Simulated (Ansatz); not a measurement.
MgB2 and the effect of the functional

```
CELL_PARAMETERS angstrom
3.08500 0.00000 0.00000
-1.54250 2.67169 0.00000
0.00000 0.00000 3.52300
ATOMIC_POSITIONS crystal
Mg 0.00000 0.00000 0.00000
B 0.66667 0.33333 0.50000
B 0.33333 0.66667 0.50000
```

Kept alike: task band structure; k mesh 10 × 10 × 8; occupations fermi-dirac, width 0.05 eV; no spin polarisation. Program: Ansatz, all-electron LAPW, scalar-relativistic. The mesh is that of the run's cell of 3 atoms. No spin-orbit coupling.

| run | pressure (GPa) |
| --- | --- |
| A | -7.47 |
| B | -3.06 |
| C | -0.95 |

Pressure is positive in compression. For a metal such a mesh leaves the last digits unconverged.

Problem. The runs differ in the functional alone: LDA; PBE; PBEsol. Which run is which?

Solution. Run A is LDA; run B is PBEsol; run C is PBE. The pressure runs from -7.47 (LDA) to -0.95 GPa (PBE). From PBE: LDA -6.52; PBEsol -2.11. A positive pressure means that the functional's own cell is larger than the one given, a negative one that it is smaller.
